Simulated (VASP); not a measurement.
Output of a VASP run:

### OSZICAR
```
       N       E                     dE             d eps       ncg     rms          rms(c)
DAV:   1     0.620167877245E+03    0.62017E+03   -0.23207E+04  5280   0.134E+03
DAV:   2     0.567893058564E+02   -0.56338E+03   -0.54781E+03  5364   0.383E+02
DAV:   3    -0.297611531008E+02   -0.86550E+02   -0.85038E+02  7068   0.175E+02
DAV:   4    -0.348607225735E+02   -0.50996E+01   -0.50495E+01  7792   0.449E+01
DAV:   5    -0.350267283663E+02   -0.16601E+00   -0.16572E+00  8208   0.810E+00    0.189E+01
DAV:   6    -0.348778445070E+02    0.14888E+00   -0.38309E+01  7460   0.870E+01    0.117E+01
DAV:   7    -0.327276067238E+02    0.21502E+01   -0.11154E+01  7220   0.771E+01    0.706E+00
DAV:   8    -0.330364387855E+02   -0.30883E+00   -0.38935E+00  8180   0.158E+01    0.408E+00
DAV:   9    -0.329250654251E+02    0.11137E+00   -0.14122E+00  7160   0.181E+01    0.134E+00
DAV:  10    -0.329152843464E+02    0.97811E-02   -0.15513E-01  7560   0.711E+00    0.527E-01
DAV:  11    -0.329174099448E+02   -0.21256E-02   -0.14684E-02  8008   0.799E-01    0.386E-01
DAV:  12    -0.329168372145E+02    0.57273E-03   -0.32829E-03  7816   0.900E-01    0.152E-01
DAV:  13    -0.329169649939E+02   -0.12778E-03   -0.40942E-04  7672   0.137E-01    0.765E-02
DAV:  14    -0.329169366897E+02    0.28304E-04   -0.25546E-04  7708   0.254E-01    0.270E-02
DAV:  15    -0.329169562792E+02   -0.19589E-04   -0.11651E-04  7780   0.106E-01    0.191E-02
DAV:  16    -0.329169553280E+02    0.95120E-06   -0.11891E-05  6308   0.437E-02    0.110E-02
DAV:  17    -0.329169548050E+02    0.52297E-06   -0.19767E-06  4428   0.164E-02
   1 F= -.32916955E+02 E0= -.32916955E+02  d E =-.633270E-08  mag=    -0.0000
```

File OUTCAR:
```
------------------------ aborting loop because EDIFF is reached ----------------------------------------
  FORCE on cell =-STRESS in cart. coord.  units (eV):
  Direction    XX          YY          ZZ          XY          YZ          ZX
  --------------------------------------------------------------------------------------
  Total        1.1492649      1.1492649      0.9328102      0.0000000      0.0000000      0.0000000
  in kB       10.6944772     10.6944772      8.6802588      0.0000000      0.0000000      0.0000000
  external PRESSURE =      10.0230711 kB  Pullay stress =       0.0000000 kB
  volume of cell :      172.18
      direct lattice vectors                 reciprocal lattice vectors
    -2.774076000  2.774076000  5.593382000     0.000000000  0.180240195  0.089391356
     2.774076000 -2.774076000  5.593382000     0.180240195  0.000000000  0.089391356
     2.774076000  2.774076000 -5.593382000     0.180240195  0.180240195  0.000000000
 POSITION                                       TOTAL-FORCE (eV/Angst)
 -----------------------------------------------------------------------------------
      0.00000      0.00000      5.59338         0.000000      0.000000      0.000000
      2.77408      0.00000      2.79669         0.000000      0.000000      0.000000
      0.00000      0.00000      0.00000         0.000000     -0.000000      0.000000
      0.00000      2.77408      2.79669        -0.000000      0.000000      0.000000
      1.49800      1.38704      6.99173         0.495758     -0.000000      0.000000
      4.16111      1.27607     -1.39835         0.000000     -0.495758      0.000000
      1.27607      1.38704      1.39835        -0.495758      0.000000      0.000000
     -1.38704      1.49800      4.19504        -0.000000      0.495758      0.000000
 -----------------------------------------------------------------------------------
    total drift:                               -0.000053     -0.000053     -0.000043
  FREE ENERGIE OF THE ION-ELECTRON SYSTEM (eV)
  ---------------------------------------------------
  free  energy   TOTEN  =       -32.9169548050 eV

  energy  without entropy=      -32.9169547987  energy(sigma->0) =      -32.91695480

 total charge

# of ion       s       p       d       tot
------------------------------------------
    1        0.804   0.696   9.930  11.431
    2        0.804   0.696   9.930  11.431
    3        0.347   0.330   9.279   9.955
    4        0.347   0.330   9.279   9.955
    5        1.328   2.386   0.000   3.714
    6        1.328   2.386   0.000   3.714
    7        1.328   2.386   0.000   3.714
    8        1.328   2.386   0.000   3.714
--------------------------------------------------
tot          7.613  11.596  38.418  57.627

 magnetization (x)

# of ion       s       p       d       tot
------------------------------------------
    1        0.000  -0.000   0.000   0.000
    2        0.000  -0.000   0.000   0.000
    3       -0.000  -0.000  -0.000  -0.000
    4       -0.000  -0.000  -0.000  -0.000
    5       -0.000  -0.000   0.000  -0.000
    6       -0.000  -0.000   0.000  -0.000
    7       -0.000  -0.000   0.000  -0.000
    8       -0.000  -0.000   0.000  -0.000
--------------------------------------------------
tot          0.000  -0.000  -0.000  -0.000
```
(Selected blocks of OUTCAR.)

File POSCAR:
```
CuInS2
1
   -2.7740760000     2.7740760000     5.5933820000
    2.7740760000    -2.7740760000     5.5933820000
    2.7740760000     2.7740760000    -5.5933820000
In Cu S
2 2 4
Direct
  0.5000000000   0.5000000000   0.0000000000
  0.2500000000   0.7500000000   0.5000000000
  0.0000000000   0.0000000000   0.0000000000
  0.7500000000   0.2500000000   0.5000000000
  0.8750000000   0.8950000000   0.5200000000
  0.1050000000   0.6250000000   0.9800000000
  0.3750000000   0.3550000000   0.4800000000
  0.6450000000   0.1250000000   0.0200000000
```

Q: Reconstruct the remaining input files.

A: One answer among several that fit: the input of the run itself, PBE GGA, plane waves, VASP's PBE PAW potentials (set 64).

**INCAR**
```
# general
SYSTEM  = CuInS2
PREC    = Accurate
ENCUT   = 300
LREAL   = .FALSE.
LASPH   = .TRUE.

# electronic loop
EDIFF   = 1E-6
NELM    = 100
ALGO    = Normal
LMAXMIX = 4

# smearing
ISMEAR  = 0
SIGMA   = 0.02

# functional
GGA     = PE

# spin
ISPIN   = 2
MAGMOM  = 2*0.0 2*1.0 4*0.0

# ions
ISIF    = 2

# output
LWAVE   = .FALSE.
LCHARG  = .FALSE.
LORBIT  = 11
```

### KPOINTS
```
Regular mesh
0
Gamma
6 6 6
0 0 0
```

POTCAR, in this order: In_d Cu S (PBE.64 set). Program: vasp_std.

At this cut-off the stress carries a Pulay error, which pulls relaxed volumes low. The moments were started parallel, and other spin orders were not tried in this run.

The structure is a typed CuInS2 crystal. The cell was not relaxed at this level. The run is one of a series of settings (ISPIN = 2, MAGMOM = 0.0 0.0 1.0 1.0 0.0 0.0 0.0 0.0 against the base run), some of them coarse on purpose.
